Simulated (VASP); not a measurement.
HgTe (Coloradoite): equation of state with PBE+D3(BJ)

**What was measured.**

A printed reference work, monograph reports, for a bulk crystal of HgTe: bulk modulus 43 GPa.

The system is HgTe (Coloradoite).

```
Hg Te
1.0
     0.00000    3.27639    3.27639
     3.27639    0.00000    3.27639
     3.27639    3.27639    0.00000
Hg Te
1 1
Direct
  0.00000 0.00000 0.00000
  0.75000 0.75000 0.75000
```

```
Program             : VASP 6.6.1
Task                : equation of state
Functional          : PBE
Dispersion          : D3(BJ)
Potentials or basis : VASP PAW PBE potentials, release 64 (Hg, Te)
Cutoff              : 520 eV
k mesh              : 6 × 6 × 6
Occupations         : fermi-dirac, width 0.05 eV
Spin                : no spin polarisation
```

```yaml
Equilibrium_volume: 35.20 Å³/atom
Bulk_modulus: 40 GPa
Pressure_derivative_of_the_bulk_modulus: "5.3 (rough: it moves with the points fitted)"
```

Energy against volume, from the lowest point:
| volume (Å³/atom) | energy (meV/atom) |
| --- | --- |
| 33.764 | 7.86 |
| 34.468 | 1.95 |
| 35.171 | 0.00 |
| 35.874 | 1.56 |
| 36.578 | 6.20 |

All runs of the series together: 45 s on 1 thread of Intel(R) Xeon(R) Platinum 8488C (Sapphire Rapids), on a shared host.

Against the measured bulk modulus of HgTe, 43 GPa (a printed reference work, monograph), the calculated 40 GPa is off by -7.8 %. The fit is for a static lattice scaled at fixed shape and fixed fractional positions.

The run has no spin-orbit coupling, so splittings on Hg, Te are missing.
